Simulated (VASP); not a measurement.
These are PBE GGA, VASP's PBE PAW potentials (set 64) (plane waves; VASP 6.6.1) values and carry that method's errors.

The input files of a VASP run:

**KPOINTS**
```
Automatic mesh
0
gamma
  5 5 7
```

### POSCAR
```
MgF2
1
    4.6799509326     0.0000000000     0.0000000000
   -0.0000000000     4.6799509326     0.0000000000
    0.0000000000     0.0000000000     3.0870154873
Mg F
2 4
Direct
  0.0000000000   0.0000000000   0.0000000000
  0.5000000000   0.5000000000   0.5000000000
  0.3031236327   0.3031236327   0.0000000000
  0.8031236327   0.1968763673   0.5000000000
  0.1968763673   0.8031236327   0.5000000000
  0.6968763673   0.6968763673   1.0000000000
```

INCAR:
```
# general
SYSTEM  =  MgF2
PREC    =  Accurate
ENCUT   =  620
LREAL   =  .FALSE.
LASPH   =  .TRUE.

# electronic loop
EDIFF   =  1E-6
NELM    =  100
ALGO    =  Normal

# smearing
ISMEAR  =  0
SIGMA   =  0.05

# functional
GGA     =  PE

# ions
IBRION  =  2
NSW     =  40
ISIF    =  3
EDIFFG  =  -0.02

# output
LWAVE   =  .FALSE.
LCHARG  =  .FALSE.
```

POTCAR, in this order: Mg F (PBE.64 set). Program: vasp_std.

The run wrote:

**OSZICAR**
```
       N       E                     dE             d eps       ncg     rms          rms(c)
DAV:   1     0.222918371237E+03    0.22292E+03   -0.19795E+04   976   0.172E+03
DAV:   2    -0.229859035443E+02   -0.24590E+03   -0.23791E+03  1296   0.357E+02
DAV:   3    -0.340691499656E+02   -0.11083E+02   -0.11041E+02  1120   0.785E+01
DAV:   4    -0.341475593638E+02   -0.78409E-01   -0.78386E-01  1092   0.755E+00
DAV:   5    -0.341480305346E+02   -0.47117E-03   -0.47115E-03  1108   0.608E-01    0.100E+01
DAV:   6    -0.315076430434E+02    0.26404E+01   -0.11283E+01  1108   0.257E+01    0.308E+00
DAV:   7    -0.315263490241E+02   -0.18706E-01   -0.13854E-01  1024   0.261E+00    0.192E+00
DAV:   8    -0.315542930036E+02   -0.27944E-01   -0.57827E-02  1088   0.288E+00    0.187E-01
DAV:   9    -0.315553266501E+02   -0.10336E-02   -0.43729E-03  1116   0.497E-01    0.805E-02
DAV:  10    -0.315555608152E+02   -0.23417E-03   -0.30178E-04  1072   0.152E-01    0.144E-02
DAV:  11    -0.315555626246E+02   -0.18094E-05   -0.31102E-05  1120   0.467E-02    0.795E-03
DAV:  12    -0.315555630224E+02   -0.39788E-06   -0.10957E-05  1072   0.271E-02    0.281E-03
DAV:  13    -0.315555629182E+02    0.10427E-06   -0.80262E-07   596   0.747E-03
   1 F= -.31555563E+02 E0= -.31555563E+02  d E =-.315556E+02
       N       E                     dE             d eps       ncg     rms          rms(c)
DAV:   1    -0.315572304124E+02   -0.16674E-02   -0.61478E-02   984   0.234E+00    0.310E-01
DAV:   2    -0.315557842506E+02    0.14462E-02   -0.59803E-03  1080   0.636E-01    0.566E-02
DAV:   3    -0.315557506978E+02    0.33553E-04   -0.89004E-05  1004   0.789E-02    0.257E-02
DAV:   4    -0.315557368633E+02    0.13834E-04   -0.17637E-05  1112   0.462E-02    0.508E-03
DAV:   5    -0.315557369694E+02   -0.10614E-06   -0.24554E-06   616   0.133E-02
   2 F= -.31555737E+02 E0= -.31555737E+02  d E =-.174051E-03
```

**OUTCAR**
```
------------------------ aborting loop because EDIFF is reached ----------------------------------------
  FORCE on cell =-STRESS in cart. coord.  units (eV):
  Direction    XX          YY          ZZ          XY          YZ          ZX
  --------------------------------------------------------------------------------------
  Total        0.0206351      0.0206351     -0.0193619      0.0000000      0.0000000      0.0000000
  in kB        0.4900101      0.4900101     -0.4597763      0.0000000      0.0000000      0.0000000
  external PRESSURE =       0.1734147 kB  Pullay stress =       0.0000000 kB
  volume of cell :       67.47
      direct lattice vectors                 reciprocal lattice vectors
     4.677971638  0.000000000  0.000000000     0.213767863 -0.000000000  0.000000000
     0.000000000  4.677971638  0.000000000     0.000000000  0.213767863  0.000000000
     0.000000000  0.000000000  3.083171975     0.000000000  0.000000000  0.324341298
 POSITION                                       TOTAL-FORCE (eV/Angst)
 -----------------------------------------------------------------------------------
      0.00000      4.67797      0.00000        -0.000000      0.000000     -0.000000
      2.33899      2.33899      1.54159         0.000000      0.000000     -0.000000
      1.41868      1.41868      0.00000         0.004082      0.004082     -0.000000
      3.75767      0.92030      1.54159         0.004082     -0.004082     -0.000000
      0.92030      3.75767      1.54159        -0.004082      0.004082     -0.000000
      3.25929      3.25929      3.08317        -0.004082     -0.004082      0.000000
 -----------------------------------------------------------------------------------
    total drift:                                0.000000      0.000000     -0.000000
  FREE ENERGIE OF THE ION-ELECTRON SYSTEM (eV)
  ---------------------------------------------------
  free  energy   TOTEN  =       -31.5557369694 eV

  energy  without entropy=      -31.5557369694  energy(sigma->0) =      -31.55573697

 reached required accuracy - stopping structural energy minimisation
```
(Selected blocks of OUTCAR.)

### CONTCAR
```
MgF2
   1.00000000000000
     4.6779716383953751    0.0000000000000000    0.0000000000000000
     0.0000000000000000    4.6779716383953751    0.0000000000000000
     0.0000000000000000    0.0000000000000000    3.0831719754253579
  Mg              F
     2     4
Direct
     0.0000000000000000    1.0000000000000000    0.0000000000000000
     0.5000000000000000    0.5000000000000000    0.5000000000000000
     0.3032690324079136    0.3032690324079136    0.0000000000000000
     0.8032690324079136    0.1967309675920864    0.5000000000000000
     0.1967309675920864    0.8032690324079136    0.5000000000000000
     0.6967309675920864    0.6967309675920864    1.0000000000000000
```

The compound is MgF2 in the rutile structure. This run relaxes it. Symmetry was kept, so distortions that lower it aren't found.
